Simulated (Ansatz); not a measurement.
Crystal: CsSnI3.

```
Cs I Sn
1.0
     6.20570    0.00000    0.00000
     0.00000    6.20570    0.00000
     0.00000    0.00000    6.20570
Cs I Sn
1 3 1
Direct
  0.00000 0.00000 0.00000
  0.50000 0.50000 0.00000
  0.50000 0.00000 0.50000
  0.00000 0.50000 0.50000
  0.50000 0.50000 0.50000
```

```yaml
Program: Ansatz 0.2.0
Task: relaxation of cell and atoms
Functional: BPBE
Potentials_or_basis: Ansatz PAW
Cutoff: "420 eV (not typed: the program's choice for these potentials)"
k_mesh: 5 × 5 × 5
Occupations: fermi-dirac, width 0.05 eV
Spin: no spin polarisation
```

At the start: volume 47.80 Å³/atom.

Task: Where does the relaxation end?

Result: It ends after 4 steps and the volume is 49.77 Å³/atom (+4.1 %); space group Pm-3m (No. 221, to 0.05 Å).

Step by step:
```
step  energy change (eV)  largest force (eV/Å)  volume (Å³)
   1              0.0000                0.0000       238.99
   2             -0.0139                0.0000       243.50
   3             -0.0197                0.0000       248.83
   4             -0.0204                0.0000       248.83
```

Final structure:
```
Cs I Sn
1.0
     6.28975    0.00000    0.00000
     0.00000    6.28975    0.00000
     0.00000    0.00000    6.28975
Cs I Sn
1 3 1
Direct
  0.00000 0.00000 0.00000
  0.50000 0.50000 0.00000
  0.50000 0.00000 0.50000
  0.00000 0.50000 0.50000
  0.50000 0.50000 0.50000
```

Caveat: the plane-wave basis is chosen anew once the cell has moved, so the energies of steps on either side of that aren't comparable; the PAW data sets come from PBE, with cores solved anew for the run's functional, which leaves a small shift of forces and pressure.
